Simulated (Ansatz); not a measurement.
Put Nb4P3 in P4/mmm (No. 123): Nb on 1a, 2h and 1b; P on 2g and 1d. A trial structure of Nb4P3 was built thus: ordered vacancies on the anion sites of rock salt (occupants of the shared sites, in ratio, P: 3, vacant: 1).

These are results of DFT PBE, scalar-relativistic, plane waves, PAW in Ansatz, not measurements. Cutoff 420 eV, Γ-centred mesh, Gaussian smearing, no spin polarisation.

Formation energies are uncorrected and refer to the elements' standard structures at the same level. The references include black phosphorus.

Question: Predict the relaxed structure.

Answer:

Space group P4/mmm (No. 123). a = 3.526 Å, b = 3.526 Å, c = 9.768 Å, α = 90.00°, β = 90.00°, γ = 90.00°
| atom | site | symmetry | x | y | z |
| --- | --- | --- | --- | --- | --- |
| Nb | 1a | 4/mmm | 0.0000 | 0.0000 | 0.0000 |
| Nb | 2h | 4mm | 0.5000 | 0.5000 | 0.7564 |
| Nb | 1b | 4/mmm | 0.0000 | 0.0000 | 0.5000 |
| P | 2g | 4mm | 0.0000 | 0.0000 | 0.7564 |
| P | 1d | 4/mmm | 0.5000 | 0.5000 | 0.5000 |

Nb on a site of symmetry 4/mmm is surrounded by 2 P at 2.38 Å; around Nb on a site of symmetry 4mm lie 5 P at 2.49–2.50 Å; Nb on a second site of symmetry 4/mmm has 6 P at 2.49–2.50 Å; P on a site of symmetry 4mm has 6 Nb at 2.38–2.50 Å; 1 more site not described. Another local minimum with the same sites may exist.

Question: Where does its energy lie, and is it a metal?

Answer: The formation energy is −0.45 eV/atom. The gap on the 10×10×4 mesh of the 7-atom cell is 0 eV (a metal). A negative formation energy is needed for stability but isn't enough: competing phases decide.

The last run used Gaussian smearing of 0.10 eV. The reference form of P is held partly by dispersion forces, which this level lacks. A structure relaxed within its symmetry needn't be a true minimum.
